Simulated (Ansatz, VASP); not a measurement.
# Cross-check of SiGe2 between VASP and Ansatz, part 2 of 2

One calculation is typed for both programs; each brings its own data sets. How far apart do they land? The cell is generated by rule, not measured, and may not be a known phase. The cell is taken from a series of runs on this material, whose earlier steps may have relaxed, scaled, displaced or heated it; both programs get it as it stands.

VASP 6.6.1 and Ansatz 0.2.0.

So far. Step 2 (Ansatz: single point, PBEsol, pair 1): The run ends at a pressure of -0.28 GPa, with forces up to 0.090 eV/Å.

## Step 5: VASP: single point, PBEsol, pair 2

Level of this step: PBEsol; plane waves and PAW (Si, Ge_d); invented cell (VASP).

A single point gives forces, pressure and levels at one fixed geometry, so differences don't come from the geometry; what else differs is listed under the comparison.

The input, INCAR:

```
SYSTEM = SiGe2
PREC = Accurate
ENCUT = 500
EDIFF = 1E-06
NELM = 120
ISMEAR = 1
SIGMA = 0.15
LREAL = .FALSE.
ALGO = Normal
GGA = PS
NBANDS = 79
LORBIT = 11
LWAVE = .FALSE.
LCHARG = .FALSE.
ISIF = 2
LASPH = .TRUE.
GGA_COMPAT = .FALSE.
KPAR = 2
```

The input, POSCAR:

```
SiGe2
1.0
    0.0000000000     -3.0597254466     -3.0597254466
    0.0000000000      3.0597254466     -3.0597254466
   12.2389017864      0.0000000000      0.0000000000
Si Ge
4 8
Direct
    0.0980480129      0.9019519871      0.0000000000
    0.9019519871      0.0980480129      0.5000000000
    0.5000000000      0.5000000000      0.7500000000
    0.5000000000      0.5000000000      0.2500000000
    0.0208208000      0.4197539764      0.8750000000
    0.9791792000      0.5802460236      0.3750000000
    0.4197539764      0.0208208000      0.6250000000
    0.5802460236      0.9791792000      0.1250000000
    0.0208208000      0.4197539764      0.1250000000
    0.9791792000      0.5802460236      0.6250000000
    0.5802460236      0.9791792000      0.8750000000
    0.4197539764      0.0208208000      0.3750000000
```

The input, KPOINTS:

```
Automatic mesh
0
Gamma
8 8 4
0 0 0
```

Potentials, in the order of the species: Si and Ge_d (PBE family, release 64).

Started as:

```
$ mpirun -np 2 vasp_std
```

Numbers of over 12 decimals in the logs are rounded to 6 here.

The log of the run:

```text
[banner, memory and clock lines left out]
running    2 mpi-ranks, on    1 nodes
[...]
[... a notice as in an earlier step ...]

 LDA part: xc-table for (Slater+PW92), standard interpolation
 POSCAR, INCAR and KPOINTS ok, starting setup
[...]
entering main loop
       N       E                     dE             d eps       ncg     rms          rms(c)
DAV:   1     0.166672804518E+04    0.16667E+04   -0.52345E+04 12494   0.398E+03
DAV:   2     0.287770092105E+03   -0.13790E+04   -0.13212E+04  9954   0.114E+03
DAV:   3    -0.232942437640E+02   -0.31106E+03   -0.29700E+03 10260   0.262E+02
DAV:   4    -0.573105981651E+02   -0.34016E+02   -0.32310E+02 11943   0.879E+01
[...]
DAV:  10    -0.583486465627E+02   -0.11273E-04   -0.14656E-04 12545   0.772E-02    0.194E-02
DAV:  11    -0.583486529499E+02   -0.63872E-05   -0.24883E-05 11260   0.343E-02    0.450E-03
DAV:  12    -0.583486530996E+02   -0.14962E-06   -0.14428E-06  7352   0.945E-03
   1 F= -.58348653E+02 E0= -.58348789E+02  d E =0.408174E-03
```

From OUTCAR (step 5):

```text
  Total       -0.4948008     -1.4725550      0.8643291      0.0000000      0.0000000      0.0000000
  in kB       -3.4594225    -10.2954358      6.0429966      0.0000000      0.0000000      0.0000000
  external PRESSURE =      -2.5706206 kB  Pullay stress =       0.0000000 kB

 POSITION                                       TOTAL-FORCE (eV/Angst)
 -----------------------------------------------------------------------------------
      0.00000      2.45973     -3.05973         0.000000      0.135886      0.000000
      6.11945     -2.45973     -3.05973         0.000000     -0.135886      0.000000
      9.17918      0.00000     -3.05973         0.000000      0.000000      0.000000
      3.05973      0.00000     -3.05973        -0.000000      0.000000      0.000000
     10.70904      1.22063     -1.34804        -0.009588     -0.025969     -0.212117
      4.58959     -1.22063     -4.77141        -0.009588      0.025969      0.212117
      7.64931     -1.22063     -1.34804         0.009588      0.025969     -0.212117
      1.52986      1.22063     -4.77141         0.009588     -0.025969      0.212117
      1.52986      1.22063     -1.34804         0.009588     -0.025969     -0.212117
      7.64931     -1.22063     -4.77141         0.009588      0.025969      0.212117
     10.70904      1.22063     -4.77141        -0.009588     -0.025969      0.212117
      4.58959     -1.22063     -1.34804        -0.009588      0.025969     -0.212117
 -----------------------------------------------------------------------------------
    total drift:                               -0.000000     -0.000000     -0.000000

  FREE ENERGIE OF THE ION-ELECTRON SYSTEM (eV)
  ---------------------------------------------------
  free  energy   TOTEN  =       -58.3486530996 eV

  energy  without entropy=      -58.3490612732  energy(sigma->0) =      -58.34878916

[... 2 parts as in an earlier step ...]

[... 1 further part left out ...]
[key lines of the parts left out:]
E-fermi :   6.5945
```

The run ends at a pressure of -0.26 GPa, with forces up to 0.21 eV/Å.

## Step 6: Ansatz: single point, PBEsol, pair 2

The same cell, functional, mesh and smearing now go to Ansatz, which takes its cutoff from its data sets.

The cell is taken from a series of runs on this material, whose earlier steps may have relaxed, scaled, displaced or heated it; both programs get it as it stands.

The input, input.yaml:

```yaml
crystal:
  lattice:
    - [0.0, -3.0597254466, -3.0597254466]
    - [0.0, 3.0597254466, -3.0597254466]
    - [12.2389017864, 0.0, 0.0]
  atoms:
    - { symbol: Si, position: [0.0980480129, -0.0980480129, 0.0] }
    - { symbol: Si, position: [-0.0980480129, 0.0980480129, 0.5] }
    - { symbol: Si, position: [0.5, 0.5, 0.75] }
    - { symbol: Si, position: [0.5, 0.5, 0.25] }
    - { symbol: Ge, position: [0.0208208, 0.4197539764, 0.875] }
    - { symbol: Ge, position: [-0.0208208, 0.5802460236, 0.375] }
    - { symbol: Ge, position: [0.4197539764, 0.0208208, 0.625] }
    - { symbol: Ge, position: [0.5802460236, -0.0208208, 0.125] }
    - { symbol: Ge, position: [0.0208208, 0.4197539764, 0.125] }
    - { symbol: Ge, position: [-0.0208208, 0.5802460236, 0.625] }
    - { symbol: Ge, position: [0.5802460236, -0.0208208, 0.875] }
    - { symbol: Ge, position: [0.4197539764, 0.0208208, 0.375] }
kpoints:
  mp_grid: { grid: [8, 8, 4] }
hamiltonian:
  xc: pbesol
scf:
  occupations: { method: methfessel_paxton, width: 0.15 }
output:
  forces: true
  stress: true
  eigenvalues: true
```

Started as:

```
$ ansatz run input.yaml --threads 4 --pin off --max-ram 7168MiB --backend cpu --events-out ev --progress --plain --runs-dir out
```

The log of the run:

```text
[...]
Crystal: 12 atoms, lattice volume = 229.159 Å³
Basis set: ecut = 420 eV, 4481 PW (Γ), exchange–correlation on 60×60×180 points (8 copies of the dense FFT grid, shifted against one another)
Bands: 77, of which v1, the nominal top of the filled ones, is band 64 counted from 1 (63 counted from 0)
Symmetry: 8 space group operations
[...]
k-points: 63 of 256
[...]
k-point 0: bands = [... 60 lower, 8.1018, 8.4106, 8.5444, 8.6281, 8.7045, 9.4588, 9.6397, 11.0804, ... 9 higher]
  k-point 1: bands = [... 60 lower, 8.2250, 8.4322, 8.7667, 8.9941, 9.2327, 9.4440, 10.2551, 10.4515, ... 9 higher]
  k-point 2: bands = [... 60 lower, 8.4760, 8.4760, 9.3413, 9.3413, 9.5557, 9.5557, 10.0253, 10.0253, ... 9 higher]
  k-point 62: bands = [... 60 lower, 8.8306, 8.8306, 9.0219, 9.0219, 11.4836, 11.4836, 11.8162, 11.8162, ... 9 higher]
[key lines of the parts left out:]
SCF converged after 7 iterations
Free energy (F): -36509.830782 eV
Fermi energy:    9.570936 eV
P = ⅓ Tr σ = -0.2481 GPa (-2.481 kbar)
```

The run ends at a pressure of -0.25 GPa, with forces up to 0.21 eV/Å.

## Step 7: Differences

The two programs side by side:

```tsv
quantity	Ansatz	VASP	difference
pressure (GPa)	-0.25	-0.26	+0.01
```

Forces on 8 of the 12 atoms, those with the largest forces and the largest differences (eV/Å; atoms numbered as in POSCAR):

```tsv
atom	Ansatz x, y, z	VASP x, y, z
Ge5	-0.009, -0.025, -0.210	-0.010, -0.026, -0.212
Ge6	-0.009, 0.025, 0.210	-0.010, 0.026, 0.212
Ge7	0.009, 0.025, -0.210	0.010, 0.026, -0.212
Ge8	0.009, -0.025, 0.210	0.010, -0.026, 0.212
Ge9	0.009, -0.025, -0.210	0.010, -0.026, -0.212
Ge10	0.009, 0.025, 0.210	0.010, 0.026, 0.212
Ge11	-0.009, -0.025, 0.210	-0.010, -0.026, 0.212
Ge12	-0.009, 0.025, -0.210	-0.010, 0.026, -0.212
```

The forces differ by 1.3 meV/Å r.m.s., which is 1.2 % of the r.m.s. force of 0.106 eV/Å (both taken over all components).

## Step 8: Ansatz: single point, PBEsol, pair 3

A single point gives forces, pressure and levels at one fixed geometry, so differences don't come from the geometry; what else differs is listed under the comparison.

The cell is taken from a series of runs on this material, whose earlier steps may have relaxed, scaled, displaced or heated it; both programs get it as it stands.

The input, input.yaml:

```yaml
crystal:
  lattice:
    - [0.0, -3.0597254466, -3.0597254466]
    - [0.0, 3.0597254466, -3.0597254466]
    - [12.2389017864, 0.0, 0.0]
  atoms:
    - { symbol: Si, position: [-0.0092440553, 0.0, 0.0] }
    - { symbol: Si, position: [0.0092440553, 0.0, 0.5] }
    - { symbol: Si, position: [0.5, 0.5, 0.75] }
    - { symbol: Si, position: [0.5, 0.5, 0.25] }
    - { symbol: Ge, position: [-0.0019630039, 0.5, 0.875] }
    - { symbol: Ge, position: [0.0019630039, 0.5, 0.375] }
    - { symbol: Ge, position: [0.5075656677, 0.0, 0.625] }
    - { symbol: Ge, position: [0.4924343323, 0.0, 0.125] }
    - { symbol: Ge, position: [-0.0019630039, 0.5, 0.125] }
    - { symbol: Ge, position: [0.0019630039, 0.5, 0.625] }
    - { symbol: Ge, position: [0.4924343323, 0.0, 0.875] }
    - { symbol: Ge, position: [0.5075656677, 0.0, 0.375] }
kpoints:
  mp_grid: { grid: [8, 8, 4] }
hamiltonian:
  xc: pbesol
scf:
  occupations: { method: methfessel_paxton, width: 0.15 }
output:
  forces: true
  stress: true
  eigenvalues: true
```

The log of the run:

```text
[...]
Crystal: 12 atoms, lattice volume = 229.159 Å³
Basis set: ecut = 420 eV, 4481 PW (Γ), exchange–correlation on 60×60×180 points (8 copies of the dense FFT grid, shifted against one another)
Bands: 77, of which v1, the nominal top of the filled ones, is band 64 counted from 1 (63 counted from 0)
Symmetry: 8 space group operations
[...]
k-points: 75 of 256
[...]
k-point 0: bands = [... 60 lower, 8.2261, 8.4652, 8.4670, 8.4680, 8.5413, 9.5264, 9.5275, 11.3767, ... 9 higher]
  k-point 1: bands = [... 60 lower, 8.2609, 8.3061, 8.9557, 9.0138, 9.0155, 9.4421, 10.1741, 10.3501, ... 9 higher]
  k-point 2: bands = [... 60 lower, 8.5478, 8.5478, 9.1804, 9.1804, 9.7969, 9.7969, 9.7999, 9.7999, ... 9 higher]
  k-point 74: bands = [... 60 lower, 9.2015, 9.2015, 9.2020, 9.2020, 11.4385, 11.4385, 11.4385, 11.4385, ... 9 higher]
[key lines of the parts left out:]
SCF converged after 7 iterations
Free energy (F): -36509.892830 eV
Fermi energy:    9.589040 eV
P = ⅓ Tr σ = -0.3553 GPa (-3.553 kbar)
```

The run ends at a pressure of -0.36 GPa, with forces up to 0.0069 eV/Å.

## Step 9: VASP: single point, PBEsol, pair 3

The same cell, functional, mesh and smearing now go to VASP, with its own data sets.

INCAR is that of step 5.

The input, POSCAR:

```
SiGe2
1.0
    0.0000000000     -3.0597254466     -3.0597254466
    0.0000000000      3.0597254466     -3.0597254466
   12.2389017864      0.0000000000      0.0000000000
Si Ge
4 8
Direct
    0.9907559447      0.0000000000      0.0000000000
    0.0092440553      0.0000000000      0.5000000000
    0.5000000000      0.5000000000      0.7500000000
    0.5000000000      0.5000000000      0.2500000000
    0.9980369961      0.5000000000      0.8750000000
    0.0019630039      0.5000000000      0.3750000000
    0.5075656677      0.0000000000      0.6250000000
    0.4924343323      0.0000000000      0.1250000000
    0.9980369961      0.5000000000      0.1250000000
    0.0019630039      0.5000000000      0.6250000000
    0.4924343323      0.0000000000      0.8750000000
    0.5075656677      0.0000000000      0.3750000000
```

KPOINTS is that of step 5.

Started as:

```
$ mpirun -np 2 vasp_std
```

The log of the run:

```text
[... set-up lines as in an earlier step ...]
 entering main loop
       N       E                     dE             d eps       ncg     rms          rms(c)
DAV:   1     0.166117222181E+04    0.16612E+04   -0.52693E+04 14834   0.399E+03
DAV:   2     0.286659738554E+03   -0.13745E+04   -0.13176E+04 11850   0.113E+03
DAV:   3    -0.228956270723E+02   -0.30956E+03   -0.29584E+03 12184   0.261E+02
DAV:   4    -0.574113168740E+02   -0.34516E+02   -0.32789E+02 14243   0.877E+01
[...]
DAV:  11    -0.584109626888E+02   -0.31584E-04   -0.26200E-04 12976   0.120E-01    0.799E-03
DAV:  12    -0.584109631825E+02   -0.49378E-06   -0.11938E-05 14127   0.241E-02    0.421E-03
DAV:  13    -0.584109634527E+02   -0.27016E-06   -0.15578E-06  8341   0.184E-02
   1 F= -.58410963E+02 E0= -.58410400E+02  d E =-.168896E-02
```

OUTCAR, selected parts (step 9):

```text
  Total       -0.7197939     -0.4155083     -0.4155083      0.0000000      0.0081186      0.0000000
  in kB       -5.0324724     -2.9050452     -2.9050452      0.0000000      0.0567617      0.0000000
  external PRESSURE =      -3.6141876 kB  Pullay stress =       0.0000000 kB

 POSITION                                       TOTAL-FORCE (eV/Angst)
 -----------------------------------------------------------------------------------
      0.00000     -3.03144     -3.03144         0.000000      0.000416      0.000416
      6.11945     -0.02828     -0.02828         0.000000     -0.000416     -0.000416
      9.17918      0.00000     -3.05973         0.000000     -0.000000     -0.000000
      3.05973      0.00000     -3.05973         0.000000     -0.000000     -0.000000
     10.70904     -1.52386     -4.58358         0.001038      0.004186      0.004186
      4.58959      1.52386     -1.53587         0.001038     -0.004186     -0.004186
      7.64931     -1.55301     -1.55301         0.000603     -0.004847     -0.004847
      1.52986     -1.50671     -1.50671         0.000603      0.004847      0.004847
      1.52986     -1.52386     -4.58358        -0.001038      0.004186      0.004186
      7.64931      1.52386     -1.53587        -0.001038     -0.004186     -0.004186
     10.70904     -1.50671     -1.50671        -0.000603      0.004847      0.004847
      4.58959     -1.55301     -1.55301        -0.000603     -0.004847     -0.004847
 -----------------------------------------------------------------------------------
    total drift:                               -0.000000      0.000000     -0.000000

  FREE ENERGIE OF THE ION-ELECTRON SYSTEM (eV)
  ---------------------------------------------------
  free  energy   TOTEN  =       -58.4109634527 eV

  energy  without entropy=      -58.4092744976  energy(sigma->0) =      -58.41040047

[... 1 part as in an earlier step ...]

[... 2 further parts left out ...]
[key lines of the parts left out:]
E-fermi :   6.6124
```

The run ends at a pressure of -0.36 GPa, with forces up to 0.0069 eV/Å.

## Step 10: Differences

Compared:

```tsv
quantity	Ansatz	VASP	difference
pressure (GPa)	-0.36	-0.36	+0.01
```

## Step 11: What came out

| Item | Value |
| --- | --- |
| r.m.s. force difference (single point, PBEsol, pair 1) | 1.1 meV/Å |
| r.m.s. force difference (single point, PBEsol, pair 2) | 1.3 meV/Å |
| difference in pressure (single point, PBEsol, pair 3) | 0.0061 GPa |

What this shows: The r.m.s. force difference is 1.3 meV/Å (single point, PBEsol, pair 2), within the 12 meV/Å picked in this series as the mark of a large difference. 1 further run of this series is not shown here. How closely two codes agree says nothing of how well the functional describes the real material.

[Lines on the potential files, build, host, timing and source positions are cut from VASP's logs without a mark.]

[Logs are printed without paths, hosts, clocks, repeated set-up lines and the standing remarks that a program may print on its own settings, such as how far it seeks lower states.]

[Hosts, paths, dates, database ids (printed as entryN), source tags and the programs' standing remarks are cut or masked in the printed files.]
